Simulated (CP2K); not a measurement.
# Hf in CP2K: work function with PBE

Aim: the work function of Hf with PBE.

Everything below comes from runs of CP2K 2026.2. Logs are shortened: lines on timing, memory, paths and dates and some standing lists are left out, and cuts for length are marked.

### Step 1. The cell of the first run

The cell holds a slab with vacuum, 8 atoms: a = 3.140 Å, b = 4.440 Å, c = 25.988 Å, α = 90.00°, β = 90.00°, γ = 90.00°.

### Step 2. Work function, PBE (the (1 1 0) slab of Hf, cut from the database cell, not relaxed)

File hf_workfunction.inp:

```
&GLOBAL
  PROJECT hf_workfunction
  RUN_TYPE ENERGY_FORCE
  PRINT_LEVEL LOW
&END GLOBAL
&FORCE_EVAL
  METHOD QS
  &DFT
    BASIS_SET_FILE_NAME BASIS_MOLOPT_UZH
    POTENTIAL_FILE_NAME POTENTIAL_UZH
    &MGRID
      CUTOFF 450
      REL_CUTOFF 60
      NGRIDS 4
    &END MGRID
    &QS
      METHOD GPW
      EPS_DEFAULT 1.0E-10
    &END QS
    &KPOINTS
      SCHEME MONKHORST-PACK 9 6 1
      GAMMA_CENTERED T
      SYMMETRY T
      SYMMETRY_BACKEND SPGLIB
    &END KPOINTS
    &SCF
      SCF_GUESS ATOMIC
      EPS_SCF 1.0E-6
      MAX_SCF 100
      ADDED_MOS 46
      CHOLESKY OFF
      EPS_EIGVAL 1.0E-7
      &DIAGONALIZATION ON
        ALGORITHM STANDARD
      &END DIAGONALIZATION
      &MIXING ON
        METHOD BROYDEN_MIXING
        ALPHA 0.2
        BETA 1.5
        NBUFFER 8
      &END MIXING
      &SMEAR ON
        METHOD FERMI_DIRAC
        ELECTRONIC_TEMPERATURE 580.23
      &END SMEAR
    &END SCF
    &XC
      &XC_FUNCTIONAL
        &GGA_X_PBE
        &END GGA_X_PBE
        &GGA_C_PBE
        &END GGA_C_PBE
      &END XC_FUNCTIONAL
    &END XC
    &PRINT
      &KPOINTS ON
      &END KPOINTS
      &MULLIKEN ON
      &END MULLIKEN
      &MO ON
        ENERGIES T
        OCCUPATION_NUMBERS T
        &EACH
          QS_SCF 0
        &END EACH
        ADD_LAST NUMERIC
      &END MO
      &LOWDIN ON
      &END LOWDIN
      &HIRSHFELD ON
        SHAPE_FUNCTION DENSITY
      &END HIRSHFELD
      &E_DENSITY_CUBE ON
        STRIDE 1
      &END E_DENSITY_CUBE
      &V_HARTREE_CUBE ON
        STRIDE 1
      &END V_HARTREE_CUBE
      &ELF_CUBE ON
        STRIDE 1
      &END ELF_CUBE
    &END PRINT
  &END DFT
  &SUBSYS
    &CELL
      A 3.1395541085 0.0000000000 0.0000000000
      B 0.0000000000 4.4400000000 0.0000000000
      C 0.0000000000 0.0000000000 25.9884393796
      PERIODIC XYZ
    &END CELL
    &COORD
      SCALED
      Hf  0.5000000000 0.5000000000 0.2885898568
      Hf  0.0000000000 0.0000000000 0.3489927549
      Hf  0.5000000000 0.5000000000 0.4093956529
      Hf  0.0000000000 0.0000000000 0.4697985510
      Hf  0.5000000000 0.5000000000 0.5302014490
      Hf  0.0000000000 0.0000000000 0.5906043471
      Hf  0.5000000000 0.5000000000 0.6510072451
      Hf  0.0000000000 0.0000000000 0.7114101432
    &END COORD
    &KIND Hf
      BASIS_SET TZVP-MOLOPT-PBE-GTH-q12
      POTENTIAL GTH-PBE-q12
    &END KIND
    &PRINT
      &ATOMIC_COORDINATES ON
      &END ATOMIC_COORDINATES
      &CELL ON
      &END CELL
    &END PRINT
  &END SUBSYS
  &PRINT
    &FORCES ON
    &END FORCES
  &END PRINT
&END FORCE_EVAL
```

Potentials or basis: POTENTIAL_UZH Hf GTH-PBE-q12; TZVP-MOLOPT-PBE-GTH basis.

Launch:

```bash
$ OMP_NUM_THREADS=1 mpirun -n 2 cp2k.psmp -i hf_workfunction.inp -o hf_workfunction.out
```

hf_workfunction.out:

```text

 CP2K| version string:                                       CP2K version 2026.2
 CP2K| Input file name                                       hf_workfunction.inp

 GLOBAL| Force Environment number                                              1
 GLOBAL| Basis set file name                                    BASIS_MOLOPT_UZH
 GLOBAL| Potential file name                                       POTENTIAL_UZH
 GLOBAL| MM Potential file name                                     MM_POTENTIAL
 GLOBAL| Coordinate file name                                      __STD_INPUT__
 GLOBAL| Method name                                                        CP2K
 GLOBAL| Project name                                            hf_workfunction
 GLOBAL| Run type                                                   ENERGY_FORCE
 GLOBAL| FFT library                                                       FFTW3
 GLOBAL| Diagonalization library                                       ScaLAPACK
 GLOBAL| Cholesky decomposition library                                ScaLAPACK
 GLOBAL| DGEMM library                                                      BLAS
 GLOBAL| Direct generalized diagonalization requested                          F
 GLOBAL| Matrix multiplication library                                 ScaLAPACK
 GLOBAL| Global print level                                                  LOW
 GLOBAL| Total number of message passing processes                             2
 GLOBAL| Number of threads for this process                                    1
 GLOBAL| CPU model name                                                  UNKNOWN

 CELL| Volume [angstrom^3]:                                           362.268976
 CELL| Vector a [angstrom]:       3.140     0.000     0.000   |a| =     3.139554
 CELL| Vector b [angstrom]:       0.000     4.440     0.000   |b| =     4.440000
 CELL| Vector c [angstrom]:       0.000     0.000    25.988   |c| =    25.988439
 CELL| Angle (b,c), alpha [degree]:                                    90.000000
 CELL| Angle (a,c), beta  [degree]:                                    90.000000
 CELL| Angle (a,b), gamma [degree]:                                    90.000000
 CELL| Numerically orthorhombic:                                             YES
 CELL| Periodicity                                                           XYZ

 CELL_REF| Volume [angstrom^3]:                                       362.268976
 CELL_REF| Vector a [angstrom     3.140     0.000     0.000   |a| =     3.139554
 CELL_REF| Vector b [angstrom     0.000     4.440     0.000   |b| =     4.440000
 CELL_REF| Vector c [angstrom     0.000     0.000    25.988   |c| =    25.988439
 CELL_REF| Angle (b,c), alpha [degree]:                                90.000000
 CELL_REF| Angle (a,c), beta  [degree]:                                90.000000
 CELL_REF| Angle (a,b), gamma [degree]:                                90.000000
 CELL_REF| Numerically orthorhombic:                                         YES
 CELL_REF| Periodicity                                                       XYZ

[... 8 lines left out ...]
 TOTAL NUMBERS AND MAXIMUM NUMBERS

  Total number of            - Atomic kinds:                                   1
                             - Atoms:                                          8
                             - Shell sets:                                     8
                             - Shells:                                        88
                             - Primitive Cartesian functions:                 40
                             - Cartesian basis functions:                    328
                             - Spherical basis functions:                    280

  Maximum angular momentum of- Orbital basis functions:                        3
                             - Local part of the GTH pseudopotential:          2
                             - Non-local part of the GTH pseudopotential:      4

 MODULE QUICKSTEP: ATOMIC COORDINATES IN ANGSTROM

   Atom Kind Element         X             Y             Z       Z(eff)     Mass
      1    1 Hf   72      1.569777      2.220000      7.500000  12.0000 178.4900
      2    1 Hf   72      0.000000      0.000000      9.069777  12.0000 178.4900
      3    1 Hf   72      1.569777      2.220000     10.639554  12.0000 178.4900
      4    1 Hf   72      0.000000      0.000000     12.209331  12.0000 178.4900
      5    1 Hf   72      1.569777      2.220000     13.779108  12.0000 178.4900
      6    1 Hf   72      0.000000      0.000000     15.348885  12.0000 178.4900
      7    1 Hf   72      1.569777      2.220000     16.918662  12.0000 178.4900
      8    1 Hf   72      0.000000      0.000000     18.488439  12.0000 178.4900

 SCF PARAMETERS         Density guess:                                    ATOMIC
[... 68 lines left out ...]

  Step     Update method      Time    Convergence         Total energy    Change
  ------------------------------------------------------------------------------
     1 NoMix/Diag. 0.20E+00    2.3     1.67851114      -396.5278056138 -3.97E+02
     2 Broy./Diag. 0.20E+00    2.5     0.19379587      -395.9177596765  6.10E-01
     3 Broy./Diag. 0.20E+00    2.5     0.04688152      -395.9286142905 -1.09E-02
     4 Broy./Diag. 0.20E+00    2.4     0.17533070      -395.1607496287  7.68E-01
     5 Broy./Diag. 0.20E+00    2.4     0.04259501      -394.6014832237  5.59E-01
     6 Broy./Diag. 0.20E+00    2.5     0.03767875      -394.2929580602  3.09E-01
     7 Broy./Diag. 0.20E+00    2.4     0.01978265      -394.2244263818  6.85E-02
     8 Broy./Diag. 0.20E+00    2.5     0.01682803      -394.1685605479  5.59E-02
     9 Broy./Diag. 0.20E+00    2.4     0.01374133      -394.1646655267  3.90E-03
    10 Broy./Diag. 0.20E+00    2.5     0.00310052      -394.1693805157 -4.71E-03
    11 Broy./Diag. 0.20E+00    2.5     0.00538080      -394.1706567636 -1.28E-03
[... 16 lines left out ...]
    28 Broy./Diag. 0.20E+00    2.4     0.00008351      -394.1864262338 -9.35E-05
    29 Broy./Diag. 0.20E+00    2.4     0.00002952      -394.1864406763 -1.44E-05
    30 Broy./Diag. 0.20E+00    2.4     0.00001562      -394.1864059634  3.47E-05
    31 Broy./Diag. 0.20E+00    2.4     0.00000514      -394.1863815397  2.44E-05
    32 Broy./Diag. 0.20E+00    2.4     0.00000355      -394.1863735336  8.01E-06
    33 Broy./Diag. 0.20E+00    2.5     0.00000959      -394.1863731206  4.13E-07
    34 Broy./Diag. 0.20E+00    2.4     0.00000372      -394.1863763152 -3.19E-06
    35 Broy./Diag. 0.20E+00    2.4     0.00000159      -394.1863822160 -5.90E-06
    36 Broy./Diag. 0.20E+00    2.4     0.00000117      -394.1863889344 -6.72E-06
    37 Broy./Diag. 0.20E+00    2.4     0.00000058      -394.1863901312 -1.20E-06

  *** SCF run converged in    37 steps ***

  Electronic density on regular grids:        -95.9999999974        0.0000000026
  Core density on regular grids:               95.9999999878       -0.0000000122
  Total charge density on r-space grids:       -0.0000000096
  Total charge density g-space grids:          -0.0000000096

  Overlap energy of the core charge distribution:               0.00000000007725
  Self energy of the core charge distribution:               -579.22752690393349
  Core Hamiltonian energy:                                    122.00655685521576
  Hartree energy:                                             111.39563795259484
  Exchange-correlation energy:                                -48.35783498657402
  Electronic entropic energy:                                  -0.00322304697275
  Fermi energy:                                                 0.12851326304563

  Total energy:                                              -394.18639013115080
  Total energy (extrapolated to T->0):                       -394.18477860766444

 MO| EIGENVALUES AND OCCUPATION NUMBERS FOR K POINT 1
 MO|
 MO|  Index      Eigenvalue [a.u.]        Eigenvalue [eV]             Occupation
 MO|      1              -2.134103             -58.071896               2.000000
 MO|      2              -2.134099             -58.071793               2.000000
 MO|      3              -2.107013             -57.334727               2.000000
 MO|      4              -2.107003             -57.334471               2.000000
 MO|      5              -2.106063             -57.308876               2.000000
 MO|      6              -2.106040             -57.308258               2.000000
[... 986 lines left out ...]
 MO|     93               0.564509              15.361066               0.000000
 MO|     94               0.586196              15.951199               0.000000
 MO| Sum:                                                              98.442320
 MO| E(Fermi):            0.128513 a.u.          3.497024 eV

 The electron density is written in Cube    file format to the file:

 hf_workfunction-ELECTRON_DENSITY-1_0.cube

 !-----------------------------------------------------------------------------!
                     Mulliken Population Analysis

 #  Atom  Element  Kind  Atomic population                           Net charge
       1     Hf       1         11.857330                              0.142670
       2     Hf       1         12.131980                             -0.131980
       3     Hf       1         11.988865                              0.011135
       4     Hf       1         12.021681                             -0.021681
       5     Hf       1         12.022028                             -0.022028
       6     Hf       1         11.988760                              0.011240
       7     Hf       1         12.132079                             -0.132079
       8     Hf       1         11.857277                              0.142723
 # Total charge                             96.000000                  0.000000

 !-----------------------------------------------------------------------------!

 !-----------------------------------------------------------------------------!
                           Hirshfeld Charges

  #Atom  Element  Kind  Ref Charge     Population                    Net charge
      1       Hf     1      12.000         11.949                         0.051
      2       Hf     1      12.000         12.048                        -0.048
      3       Hf     1      12.000         11.999                         0.001
      4       Hf     1      12.000         12.004                        -0.004
      5       Hf     1      12.000         12.003                        -0.003
      6       Hf     1      12.000         11.999                         0.001
      7       Hf     1      12.000         12.048                        -0.048
      8       Hf     1      12.000         11.949                         0.051

  Total Charge                                                            0.002
 !-----------------------------------------------------------------------------!

 LOWDIN POPULATION ANALYSIS

 #  Atom  Element  Kind  Atomic population                           Net charge
       1     Hf       1         11.688889                              0.311111
       2     Hf       1         12.201175                             -0.201175
       3     Hf       1         12.081258                             -0.081258
       4     Hf       1         12.028677                             -0.028677
       5     Hf       1         12.028682                             -0.028682
       6     Hf       1         12.081257                             -0.081257
       7     Hf       1         12.201175                             -0.201175
       8     Hf       1         11.688888                              0.311112
 # Total charge                             96.000000                  0.000000

               ----- ELF is computed on the real space grid -----

 ELF is written in Cube    file format to the file:

 hf_workfunction-ELF_S1-1_0.cube

 ENERGY| Total FORCE_EVAL ( QS ) energy [hartree]           -394.186382774076890

 FORCES| Atomic forces [hartree/bohr]
 FORCES|   Atom     x               y               z               |f|
 FORCES|      1  4.65173705E-12  6.33692762E-10  1.19084515E-02   1.19084515E-02
 FORCES|      2  7.30933790E-10  7.13931177E-10 -8.97150788E-03   8.97150788E-03
 FORCES|      3  1.15212305E-12  6.19205918E-10 -7.20987604E-03   7.20987604E-03
 FORCES|      4  7.94296274E-10  7.87413251E-10 -5.28706520E-04   5.28706520E-04
 FORCES|      5  3.63909022E-12  6.82923723E-10  4.24872450E-04   4.24872450E-04
 FORCES|      6  7.43012223E-10  7.20563302E-10  7.41045153E-03   7.41045153E-03
 FORCES|      7  1.12081775E-12  6.13921415E-10  8.99869540E-03   8.99869540E-03
 FORCES|      8  7.88511815E-10  7.29256870E-10 -1.19608852E-02   1.19608852E-02
 FORCES| Sum     3.06731787E-09  5.50090842E-09  7.14952422E-05
 FORCES| Total atomic force                                       7.14952425E-05
```

It took 1.7 min on 2 MPI ranks of Arm Neoverse V2, shared host.

What came out:

| Quantity | Value |
| --- | --- |
| Free energy | -10726.3570 eV |
| Largest force | 0.615 eV/Å |
| Band gap on the k mesh | none (metal or under the smearing width) |
| Work function | 3.24 eV |
| Work function of the upper face | 3.24 eV |
| Work function of the lower face | 3.24 eV |

Forces in eV/Å, atoms in the order of the input:
```
Hf   0.000  0.000  0.612
Hf   0.000  0.000 -0.461
Hf   0.000  0.000 -0.371
Hf   0.000  0.000 -0.027
Hf   0.000  0.000  0.022
Hf   0.000  0.000  0.381
Hf   0.000  0.000  0.463
Hf   0.000  0.000 -0.615
```

Caveat: the basis of atomic orbitals isn't converged, which shifts pressures, moduli and gaps.
